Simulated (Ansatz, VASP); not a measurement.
## Two plane-wave programs on Ta2C3

```
Ta C
1.0
     3.01082    0.00000    0.00000
    -1.50541    2.60745    0.00000
     0.00000    0.00000    6.48199
Ta C
2 3
Cartesian
  0.0000 1.7383 1.3516
  1.5054 0.8691 5.1304
  0.0000 0.0000 0.0000
  0.0000 1.7383 3.5252
  1.5054 0.8691 2.9567
```

Alike in both runs: task relaxation of cell and atoms; functional PBE; k mesh 12 × 12 × 6; occupations gaussian, width 0.1 eV; no spin polarisation.

```csv
,VASP,Ansatz
version,VASP 6.6.1,Ansatz 0.2.0
potentials or method,"VASP PAW PBE potentials, release 64 (Ta_pv, C)","scalar-relativistic, plane waves, PAW"
plane-wave cutoff (eV),600,420
valence electrons in the cell,34,38
```

VASP gave:

| Property | Result |
| --- | --- |
| gap on the k mesh at the Fermi level, each at its own relaxed structure (eV) | none |
| relaxed volume (Å³/atom) | 10.23 |
| relaxed cell length with the largest relative difference (Å) | 6.449 |

Task: What did Ansatz give for the same quantities?

Result: gap on the k mesh at the Fermi level, each at its own relaxed structure (eV): none; relaxed volume (Å³/atom): 10.21; relaxed cell length with the largest relative difference (Å): 6.441.

A gap of «none» marks a metal or a gap that the smearing closes. The two sets of potentials don't hold the same shells in valence.

Spin-orbit coupling is left out, which matters for the levels of Ta.
